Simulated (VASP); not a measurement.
Input of a VASP 6.6.1 run:

Contents of POSCAR:

```
Ta2N
1.0
    3.1128615060      0.0000000000      0.0000000000
   -1.5564307530      2.6958171426      0.0000000000
    0.0000000000      0.0000000000      4.8698410000
Ta N
2 1
Direct
    0.3333333333      0.6666666667      0.2547110000
    0.6666666667      0.3333333333      0.7452890000
    0.0000000000      0.0000000000      0.0000000000
```

INCAR.step1

```
SYSTEM = Ta2N
ALGO = Normal
EDIFF = 1E-5
ENCUT = 520
GGA = PE
ISIF = 2
ISMEAR = -1
LASPH = .True.
LCHARG = .False.
LREAL = .False.
LWAVE = .True.
NBANDS = 20
NELM = 80
PREC = Accurate
SIGMA = 0.05
```

INCAR.step2

```
SYSTEM = Ta2N
AEXX = 0.1
ALGO = Normal
EDIFF = 1E-7
ENCUT = 520
GGA = PE
HFRCUT = -1
ISIF = 2
ISMEAR = -1
ISTART = 1
LASPH = .True.
LCHARG = .False.
LHFCALC = .True.
LREAL = .False.
LWAVE = .False.
NBANDS = 20
NELM = 80
PREC = Accurate
PRECFOCK = Fast
SIGMA = 0.05
```

File KPOINTS:

```
k-points
0
Gamma
  5 5 3
  0 0 0
```

Potentials or basis: VASP PAW PBE potentials, release 64 (Ta_pv, N).

Command:

```sh
$ cat potpaw_PBE.64/Ta_pv/POTCAR potpaw_PBE.64/N/POTCAR > POTCAR
$ cp INCAR.step1 INCAR
$ mpirun -np 1 vasp_std > vasp.out
$ cp INCAR.step2 INCAR
$ mpirun -np 1 vasp_std > vasp.out
```

Question: Predict the pressure.

Answer: -3.8 GPa.

Question: Predict the band gap on the k mesh.

Answer: None (metal or under the smearing width).

Question: Predict the largest force.

Answer: 0.630 eV/Å.

Forces on the atoms (eV/Å):
```
Ta   0.000  0.000 -0.630
Ta   0.000  0.000  0.630
N    0.000  0.000  0.000
```

Caveat: the k mesh is coarse (spacing up to 0.47 Å⁻¹), so the values aren't converged, least of all with exact exchange; the PAW data sets were made with another functional, which shifts forces and pressure a little. The run has no spin-orbit coupling, so splittings on Ta are missing.
